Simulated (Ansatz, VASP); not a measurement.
This is a calculation of ZnSe (Stilleite) for VASP 6.6.1.

The input INCAR:

```
PREC     = Accurate       # precision mode
ENCUT    = 520            # plane-wave cutoff, eV
EDIFF    = 1E-7           # SCF threshold, eV
ISMEAR   = -1             # smearing method
SIGMA    = 0.05           # smearing width, eV
LREAL    = False          # projectors in reciprocal space
LASPH    = True           # aspherical terms in the spheres
NELM     = 60             # most SCF steps
ALGO     = Normal         # electronic algorithm
ISIF     = 2              # what is computed and relaxed
LWAVE    = False          # write WAVECAR
LCHARG   = True           # write CHGCAR
GGA      = CA             # functional
LELF     = True           # ELF
LVHAR    = True         
NBANDS   = 16             # bands
```

Contents of KPOINTS:

```
Automatic mesh
0
Gamma
  8 8 8
```

Contents of POSCAR:

```
ZnSe
1.0
    0.0000000000      2.8893788162      2.8893788162
    2.8893788162      0.0000000000      2.8893788162
    2.8893788162      2.8893788162      0.0000000000
Se Zn
1 1
Direct
    0.7500000000      0.7500000000      0.7500000000
    0.0000000000      0.0000000000      0.0000000000
```

Potentials or basis: VASP PAW LDA potentials, release 64 (Se, Zn).

Command:

```bash
$ cat potpaw_LDA.64/Se/POTCAR potpaw_LDA.64/Zn/POTCAR > POTCAR
$ mpirun -np 1 vasp_std > vasp.out
```

Q: Translate it to Ansatz 0.2.0. Potentials there: all-electron LAPW, scalar-relativistic.

A: As run (the cutoff follows the program's own potentials):

The input input.yaml:

```yaml
crystal:
  lattice:
    - [0.0, 2.8893788162, 2.8893788162]
    - [2.8893788162, 0.0, 2.8893788162]
    - [2.8893788162, 2.8893788162, 0.0]
  atoms:
    - { symbol: Se, position: [0.75, 0.75, 0.75] }
    - { symbol: Zn, position: [0.0, 0.0, 0.0] }
kpoints:
  mp_grid: { grid: [8, 8, 8] }
scf:
  occupations: { method: fermi_dirac, width: 0.05 }
hamiltonian:
  xc: lda
  pseudopotentials: { kind: all_electron, lapw: { basis_error: 0.001 } }
output:
  forces: true
  stress: true
  eigenvalues: true
```

Potentials or basis: all-electron LAPW, scalar-relativistic.

Run with:

```bash
$ ansatz run input.yaml --threads 1 --pin off --max-ram 3072MiB --backend cpu --events-out ev --progress --plain --runs-dir out
```

Both were run:

|  | VASP | Ansatz | Ansatz less VASP |
| --- | --- | --- | --- |
| gap on the k mesh at the Fermi level (eV) | 0.84 | 0.81 | -0.034 |
| least direct gap on the mesh (eV) | 0.84 | 0.81 | -0.034 |
| pressure (GPa) | -6.0 | -6.2 | -0.21 |

Ansatz ran all-electron here, so the differences hold the error of VASP's frozen core and of both bases.
